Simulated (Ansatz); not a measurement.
**Map of one atom of the cell for GeO2 (rutile)**

Relaxed GeO2 (rutile):

```yaml
crystal:
  lattice:
    - [4.48750, 0.00000, 0.00000]
    - [0.00000, 4.48750, 0.00000]
    - [0.00000, 0.00000, 2.90497]
  atoms:
    - { symbol: Ge, position: [0.00000, 0.00000, 0.00000] }
    - { symbol: Ge, position: [0.50000, 0.50000, 0.50000] }
    - { symbol: O, position: [0.30714, 0.30714, 0.00000] }
    - { symbol: O, position: [0.80714, 0.19286, 0.50000] }
    - { symbol: O, position: [0.19286, 0.80714, 0.50000] }
    - { symbol: O, position: [0.69286, 0.69286, 0.00000] }
```

In this cell atom 5 (O, nearest neighbour Ge at 1.899 Å; its periodic images, 2.9 Å or more away, move with it) is moved by u·(1.000, 0.000, 0.000) + v·(0.000, 0.000, 1.000); the rest is frozen.

Level of theory: PBE (plane waves to 420 eV, PAW, scalar-relativistic; Ansatz, a quantum-chemistry and plane-wave program). k mesh 6×6×9 (Γ-centred), Fermi-Dirac smearing 0.05 eV. Energies are smeared free energies. Points where atoms come too close for the PAW data are left out (x in tables, blank in figures). Fu and Fv are the components of the force on the atom. GeO2 was relaxed with its symmetry unable to fall. ΔE is measured from the undisplaced structure. Axes are in Å.

ΔE (meV/cell), with u across and v down:

```
v \ u   -0.470  -0.235  0.000  0.235  0.470
------  ------  ------  -----  -----  -----
-0.470       x    3395   1676   1328   2173
-0.235    2578    1082    402    637   1790
0.000     1526     396      0    409   1668
0.235     2578    1082    402    637   1790
0.470        x    3395   1676   1328   2173
```

Fu (eV/Å), with u across and v down:

```
v \ u   -0.470  -0.235  0.000  0.235  0.470
------  ------  ------  -----  -----  -----
-0.470       x   10.23   4.32  -1.21  -5.87
-0.235    7.76    4.77   0.96  -2.95  -6.88
0.000     6.16    3.33   0.00  -3.50  -7.27
0.235     7.76    4.77   0.96  -2.95  -6.88
0.470        x   10.23   4.32  -1.21  -5.87
```

Read from the data:

| Item | Value |
|---|---|
| Lowest place on the grid | u = 0.000 Å, v = 0.000 Å (0 meV/cell) |

(A displaced cell: forces are minus the slopes of the energy, force constants its curvatures, and phonons follow from these.)
